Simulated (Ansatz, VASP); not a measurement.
# One calculation of Mg7Te8 (a cell with a defect), two programs

```xyz
15
Lattice="0.0000 5.9059 -5.9059 5.9059 5.9059 0.0000 5.9059 0.0000 -5.9059" Properties=species:S:1:pos:R:3 pbc="T T T"
Mg    1.4765    1.4765    0.0000
Mg   -0.1087    3.0616   -3.0009
Mg    3.0616    5.7972   -2.9050
Mg    3.0616   -0.1087   -3.0009
Mg    5.7972    3.0616   -2.9050
Mg    2.7156    2.7156   -5.9059
Mg    6.1432    6.1432   -5.9059
Te    6.0094    6.0094   -2.7147
Te    2.8494    2.8494   -2.7147
Te    5.8153    8.9493   -5.9059
Te    3.3082    5.5505   -5.9059
Te    8.9493    5.8153   -5.9059
Te    5.5505    3.3082   -5.9059
Te    8.7553    8.7553   -9.0970
Te    6.0094    6.0094   -9.0970
```

Change from the starting cell: atom 1 (Mg) set half-way to the vacancy, atoms relaxed in the symmetry of that start.

Alike in both runs: functional PBEsol; k mesh 4 × 4 × 4; occupations gaussian, width 0.05 eV; no spin polarisation.

Ansatz relaxed the structure, and its values are those at the end. VASP's run is a single point on that final structure, the one shown.

|  | VASP | Ansatz |
| --- | --- | --- |
| version | VASP 6.6.1 | Ansatz 0.2.0 |
| potentials or method | VASP PAW PBE potentials, release 64 (Mg, Te) | scalar-relativistic, plane waves, PAW |
| plane-wave cutoff (eV) | 520 | 420 |
| valence electrons in the cell | 62 | 198 |

```csv
,VASP,Ansatz,Ansatz less VASP
gap on the k mesh at the Fermi level (eV),none,none,-
pressure (GPa),-0.3,-0.3,0.00
rms of the force components (eV/Å),0.003,0.002,-0.0010
```

A gap of «none» marks a metal or a gap that the smearing closes. The two sets of potentials don't hold the same shells in valence. Ansatz warned: «stress_scf_threshold_loose».

Caveats: the PAW data sets were made with another functional, which shifts forces and pressure a little (VASP). Spin-orbit coupling is left out, which matters for the levels of Te.
